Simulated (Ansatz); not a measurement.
Run this with Ansatz 0.2.0, Python API and show what comes out.

`li2se_paw_lapw.py`
```python
"""PAW against all-electron LAPW for Li2Se."""

import ansatz as az
from ase import Atoms
import numpy as np


def count_gap(report):
    # lowest empty less highest filled band, counting bands; zero where they overlap
    return max(report.get("gap_by_band_count_ev") or 0.0, 0.0)


def main() -> None:
    atoms = Atoms(
        ["Li", "Li", "Se"],
        scaled_positions=[
            (0.25, 0.25, 0.25),
            (0.75, 0.75, 0.75),
            (0.0, 0.0, 0.0),
        ],
        cell=[
            (0.0, 3.0025, 3.0025),
            (3.0025, 0.0, 3.0025),
            (3.0025, 3.0025, 0.0),
        ],
        pbc=True,
    )
    crystal = az.Crystal.from_ase(atoms)

    job = crystal.calculation()
    job = job.kpoints(mesh=(4, 4, 4), center="monkhorst-pack")
    job = job.functional("PBE").mixing("msr1")
    job = job.occupations("Fixed").stress()
    job = job.forces().band_table()
    variants = {
        "PAW": job.pseudopotentials("paw"),
        "LAPW": job.pseudopotentials("all_electron", lapw=True),
    }
    # totals differ by the cores that each treatment holds, so compare what does not depend on them
    rows = []
    for label, variant in variants.items():
        rep = variant.run(threads=1).report
        levels = np.array(rep["eigenvalues_ev"][0]) - rep["fermi_energy_ev"]
        print(label, "levels at the first k-point near E_F:", np.round(levels[np.abs(levels) < 5], 3))
        rows.append((label, rep["n_electrons"], np.trace(rep["stress_gpa"]) / 3, count_gap(rep)))
    print("     treatment  electrons in bands           P GPa  gap by band count eV")
    for row in rows:
        print(f"{str(row[0]):>14s}  {row[1]:18.1f}  {row[2]:14.3f}  {row[3]:20.3f}")


if __name__ == "__main__":
    main()
```

```console
$ python li2se_paw_lapw.py
DeckWarning: basis.ecutwfc = 420 eV, auto-derived from the records' recommended cutoffs: set by Li (normal level)
DeckWarning: crystal.symmetry: narrowed to the stabiliser of the k-point mesh — unitary ops 48 → 12; excluded 36 operations that carry a point of the 4×4×4 mesh (shift [0.5, 0.5, 0.5]) off the mesh (the run samples exactly the mesh kpoints.mp_grid names, as [...]
PAW levels at the first k-point near E_F: [-0.559 -0.     0.     3.964]
LAPW levels at the first k-point near E_F: [-0.559 -0.     0.     3.962]
     treatment  electrons in bands           P GPa  gap by band count eV
           PAW                22.0           0.023                 3.538
          LAPW                30.0           0.024                 3.537
```
(Warnings from the package without file and line, shortened.)

PAW gives 0.023 GPa and LAPW 0.024 GPa, 0.001 GPa apart. They took 0.7 and 2.8 s of processor time.

Reading the output:
- The settings weren't tested for convergence.
- Semilocal gaps usually lie well under measured ones.
- With fixed filling the reported Fermi level is the top filled level among the k-points of the SCF.
- The k-point mesh is coarse, and energy and stress weren't tested for convergence.
- This mesh misses the zone centre, where many direct gaps lie, so the gap can be several times too large.
- The structure is a deposited one; some such entries were measured under pressure or heat, so a shift against it needn't be the functional's error alone.
- Gaps and levels are Kohn-Sham values on a finite set of k-points, without spin-orbit coupling.
- Pressure is positive in compression; the treatments may keep other shells as core, so totals and counts of electrons can differ.
- Timing: 4.2 s on 1 thread of Arm Neoverse V1, with other jobs on the host, peak memory 0.39 GiB.

(A comment or docstring line of the script was reworded after the run, the code is as it ran; lines on the test bed's own set-up are left out of the output.)
